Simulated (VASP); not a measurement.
# Settings for Bi: band structure

Bi, Im-3m (no. 229), 1 atom in the cell. PBE; PAW potentials Bi_d (PBE set). VASP 6.6.1.

Wanted: band energies at the path's corners within 0.006 eV.

What the run is for: bands; Accuracy asked: tight; Route: KPOINTS_OPT.

Band energies at the path's corners: counted from the Fermi level of the mesh, whose own shifts they hold.

POSCAR:
```
Bi
1.0
   -1.9814305318      1.9814305318      1.9814305318
    1.9814305318     -1.9814305318      1.9814305318
    1.9814305318      1.9814305318     -1.9814305318
Bi
1
Direct
    0.0000000000      0.0000000000      0.0000000000
```

The series start from Plane-wave cutoff (eV): 280; Smearing width (eV): 0.1; k-point mesh: 11 × 11 × 11; Electronic threshold (eV): 1e-6; Precision mode (PREC): Accurate; Bands in all (NBANDS): 22; Aspherical gradient terms in the spheres (LASPH): yes. Each series keeps the choices made before it, and each single choice may use up half of a tolerance.

## Plane-wave cutoff (eV)

| Plane-wave cutoff (eV) | Band energies at the path's corners, largest deviation (eV) | Time (s) |
|---|---|---|
| 200 | 0.0444 | 4.2 |
| 240 | 0.0087 | 8.5 |
| 280 | 0.0049 | 10 |
| 320 | 0.0025 | 10 |
| 390 | 0.0002 | 11 |
| 490 (reference) | 0.0000 | 23 |

## Smearing width (eV)

| Smearing width (eV) | Band energies at the path's corners, largest deviation (eV) | Time (s) |
|---|---|---|
| 0.4 | 0.0221 | 10 |
| 0.3 | 0.0244 | 11 |
| 0.2 | 0.0178 | 10 |
| 0.15 | 0.0080 | 10 |
| 0.1 | 0.0014 | 10 |
| 0.05 (reference) | 0.0000 | 10 |

## k-point mesh

| k-point mesh | Band energies at the path's corners, largest deviation (eV) | Time (s) |
|---|---|---|
| 4 × 4 × 4 | 0.5873 | 5.9 |
| 5 × 5 × 5 | 0.1985 | 6.7 |
| 7 × 7 × 7 | 0.1405 | 6.7 |
| 9 × 9 × 9 | 0.0538 | 8.0 |
| 11 × 11 × 11 | 0.0611 | 10 |
| 13 × 13 × 13 | 0.0739 | 12 |
| 15 × 15 × 15 (reference) | 0.0000 | 17 |

## Electronic threshold (eV)

| Electronic threshold (eV) | Band energies at the path's corners, largest deviation (eV) | Time (s) |
|---|---|---|
| 0.001 | 0.0017 | 11 |
| 0.0001 | 0.0008 | 13 |
| 1e-5 | 0.0003 | 14 |
| 1e-6 | 0.0001 | 17 |
| 1e-7 (reference) | 0.0000 | 16 |

## Precision mode (PREC)

| Precision mode (PREC) | Band energies at the path's corners, largest deviation (eV) | Time (s) |
|---|---|---|
| SingleN | 0.0006 | 5.1 |
| Normal | 0.0000 | 5.2 |
| Accurate (reference) | 0.0000 | 11 |

## Bands in all (NBANDS)

| Bands in all (NBANDS) | Band energies at the path's corners, largest deviation (eV) | Time (s) |
|---|---|---|
| 13 | 0.0011 | 3.2 |
| 14 | 0.0009 | 3.5 |
| 15 | 0.0010 | 3.8 |
| 17 | 0.0008 | 4.5 |
| 22 | 0.0003 | 5.1 |
| 32 (reference) | 0.0000 | 7.4 |

## Aspherical gradient terms in the spheres (LASPH)

| Aspherical gradient terms in the spheres (LASPH) | Band energies at the path's corners, largest deviation (eV) | Time (s) |
|---|---|---|
| yes | 0.0000 | 3.2 |
| no | 0.0001 | 3.1 |

## Question

The rows run from the loosest to the tightest (no order: aspherical gradient terms in the spheres). For each series: choose the loosest value from which every tighter one stays within half of the tolerance; where there is no order, keep the first row unless others stay within half of the tolerance and take at least 30 % less time, and then take the fastest.

## Answer

- Plane-wave cutoff (eV): 320
- Smearing width (eV): 0.1
- k-point mesh: 15 × 15 × 15, the tightest run, since the next looser one is off by more than half of the tolerance (convergence isn't shown beyond it)
- Electronic threshold (eV): 0.001
- Precision mode (PREC): SingleN
- Bands in all (NBANDS): 13
- Aspherical gradient terms in the spheres (LASPH): yes

## All choices together

| Input | Band energies at the path's corners, largest deviation (eV) | Time (s) |
|---|---|---|
| the program's defaults (naive) | 0.1918 | 1.6 |
| chosen settings | 0.0047 | 6.6 |
| reference settings throughout | 0.0000 | 57 |

The chosen settings stay within the tolerance of the reference run, but the reference itself isn't shown to be converged in: k-point mesh.

1 cheaper combination failed this check first and made the worst setting one step tighter.

## The input

INCAR:
```
ALGO = Normal
EDIFF = 0.001
ENCUT = 390
GGA = PE
GGA_COMPAT = F
ISMEAR = 1
LASPH = T
LCHARG = F
LREAL = F
LWAVE = F
NBANDS = 13
NELM = 120
PREC = SingleN
SIGMA = 0.1
```

KPOINTS:
```
Automatic mesh
0
Gamma
  15 15 15
  0 0 0
```

KPOINTS_OPT:
```
path GHNGPH,PN
12
line-mode
reciprocal
 0.0000000000  0.0000000000  0.0000000000  G
 0.5000000000 -0.5000000000  0.5000000000  H

 0.5000000000 -0.5000000000  0.5000000000  H
 0.0000000000  0.0000000000  0.5000000000  N

 0.0000000000  0.0000000000  0.5000000000  N
 0.0000000000  0.0000000000  0.0000000000  G

 0.0000000000  0.0000000000  0.0000000000  G
 0.2500000000  0.2500000000  0.2500000000  P

 0.2500000000  0.2500000000  0.2500000000  P
 0.5000000000 -0.5000000000  0.5000000000  H

 0.2500000000  0.2500000000  0.2500000000  P
 0.0000000000  0.0000000000  0.5000000000  N
```

Commands:
```
cat potpaw_PBE.64/Bi_d/POTCAR > POTCAR
mpirun -np 1 vasp_std > vasp.out
```

Limits: Spin-orbit coupling is off, though it shifts bands of the heavy elements by a tenth of an eV or more.

The chosen input took VASP 6.6.1 6.6 s on 1 core (Intel Xeon 6975P-C (Granite Rapids)), a shared host.

## An input that fails: fixed density asked without a density file

VASP's message: ERROR: charge density could not be read from file CHGCAR for ICHARG>10.

Changes against the starting input:
```
- NELM = 120
+ NELM = 75
+ ICHARG = 11
```
